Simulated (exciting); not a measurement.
A run of exciting (release sodium):

Contents of input.xml:

```xml
<input>
  <title>Ca</title>
  <structure speciespath="./" tshift="false" cartesian="true">
    <crystal scale="7.2079558769">
      <basevect>-0.578143566311 0.578143566311 0.575760395875</basevect>
      <basevect>0.578143566311 -0.578143566311 0.575760395875</basevect>
      <basevect>0.578143566311 0.578143566311 -0.575760395875</basevect>
    </crystal>
    <species speciesfile="Ca.xml" rmt="2.2">
      <atom coord="0.000000000000 0.000000000000 4.150055529135"/>
    </species>
  </structure>
  <groundstate do="fromscratch" ngridk="9 9 9" rgkmax="7.5" gmaxvr="14" lmaxapw="10" lmaxmat="10" lmaxvr="8" stype="Gaussian" swidth="0.00036749" nempty="8" ValenceRelativity="iora*" epsengy="1e-05" epspot="1e-05" maxscl="60" outputlevel="low">
    <libxc exchange="XC_LDA_X" correlation="XC_LDA_C_WIGNER"/>
  </groundstate>
  <properties>
    <bandstructure>
      <plot1d>
        <path steps="120">
          <point coord="0 0 0" label="G"/>
          <point coord="0 0 0.5" label="X"/>
          <point coord="-0.5 0.5 0.5" label="M"/>
          <point coord="0 0 0" label="G"/>
          <point coord="0.4979431938 0.4979431938 -0.4979431938" label="Z"/>
          <point coord="0.25 0.25 0.25" label="P"/>
          <point coord="0 0.5 0" label="N"/>
          <point coord="-0.4979431938 0.5020568062 0.4979431938" label="Z1"/>
          <point coord="-0.5 0.5 0.5" label="M" breakafter="true"/>
          <point coord="0 0 0.5" label="X"/>
          <point coord="0.25 0.25 0.25" label="P"/>
        </path>
      </plot1d>
    </bandstructure>
    <chargedensityplot>
      <plot3d>
        <box grid="20 20 20">
          <origin coord="0 0 0"/>
          <point coord="1 0 0"/>
          <point coord="0 1 0"/>
          <point coord="0 0 1"/>
        </box>
      </plot3d>
    </chargedensityplot>
    <elfplot>
      <plot3d>
        <box grid="20 20 20">
          <origin coord="0 0 0"/>
          <point coord="1 0 0"/>
          <point coord="0 1 0"/>
          <point coord="0 0 1"/>
        </box>
      </plot3d>
    </elfplot>
    <exccplot>
      <plot3d>
        <box grid="20 20 20">
          <origin coord="0 0 0"/>
          <point coord="1 0 0"/>
          <point coord="0 1 0"/>
          <point coord="0 0 1"/>
        </box>
      </plot3d>
    </exccplot>
  </properties>
</input>
```

Potentials or basis: all-electron LAPW+lo, shipped species files, valence relativity iora*.

The run is started by

```console
$ OMP_NUM_THREADS=1 exciting_smp
```

Hardware: 1 thread of Intel(R) Xeon(R) 6975P-C (Granite Rapids), on a shared host.

How long does it take, and how much memory?

It took 25 s on 1 thread of Intel(R) Xeon(R) 6975P-C (Granite Rapids) (shared host), peak memory 0.12 GiB. Counts: scf iterations 10.
